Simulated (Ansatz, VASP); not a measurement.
This is a calculation of HfC for VASP 6.6.1.

File INCAR:

```
PREC = Accurate ; ENCUT = 520
EDIFF = 1E-7 ; ISMEAR = -1
SIGMA = 0.05 ; LREAL = F
LASPH = T ; NELM = 60
ALGO = Normal ; ISIF = 2
LWAVE = F ; LCHARG = F
GGA = PS ; NBANDS = 22
```

The input KPOINTS:

```
regular mesh
0
Gamma
  9 9 5
```

File POSCAR:

```
HfC
1.0
    3.3428660531      0.0000000000      0.0000000000
   -1.6714330265      2.8950069234      0.0000000000
    0.0000000000      0.0000000000      5.2027140000
Hf C
2 2
Direct
    0.3333333333      0.6666666667      0.2500000000
    0.6666666667      0.3333333333      0.7500000000
    0.0000000000      0.0000000000      0.5000000000
    0.0000000000      0.0000000000      0.0000000000
```

Potentials or basis: VASP PAW PBE potentials, release 64 (Hf_pv, C).

Command:

```sh
$ cat potpaw_PBE.64/Hf_pv/POTCAR potpaw_PBE.64/C/POTCAR > POTCAR
$ mpirun -np 1 vasp_std > vasp.out
```

Question: Set up the same calculation for Ansatz 0.2.0. Potentials there: Ansatz PAW.

Answer: As run (the cutoff follows the program's own potentials):

The input input.yaml:

```yaml
crystal:
  lattice:
    - [3.3428660531, 0.0, 0.0]
    - [-1.6714330265, 2.8950069234, 0.0]
    - [0.0, 0.0, 5.202714]
  atoms:
    - { symbol: Hf, position: [0.3333333333, 0.6666666667, 0.25] }
    - { symbol: Hf, position: [0.6666666667, 0.3333333333, 0.75] }
    - { symbol: C, position: [0.0, 0.0, 0.5] }
    - { symbol: C, position: [0.0, 0.0, 0.0] }
hamiltonian:
  xc: pbesol
  pseudopotentials: { kind: paw }
kpoints:
  mp_grid: { grid: [9, 9, 5] }
scf:
  occupations: { method: fermi_dirac, width: 0.05 }
output:
  forces: true
  stress: true
  eigenvalues: true
```

Potentials or basis: Ansatz PAW.

Run with:

```bash
$ ansatz run input.yaml --threads 1 --pin off --max-ram 3584MiB --backend cpu --events-out ev --progress --plain --runs-dir out
```

Both were run:

|  | VASP | Ansatz | Ansatz less VASP |
| --- | --- | --- | --- |
| gap on the k mesh at the Fermi level (eV) | none | none | - |
| pressure (GPa) | -7.9 | -7.4 | +0.52 |
| largest component of the traceless stress (GPa) | 2.09 | 2.06 | -0.022 |

A gap of «none» marks a metal or a gap that the smearing closes. The two sets of potentials don't hold the same shells in valence.

Caveats: the PAW data sets were made with another functional, which shifts forces and pressure a little (VASP); the PAW data sets come from PBE, with cores solved anew for the run's functional, which leaves a small shift of forces and pressure (Ansatz). Spin-orbit coupling is left out, which matters for the levels of Hf.
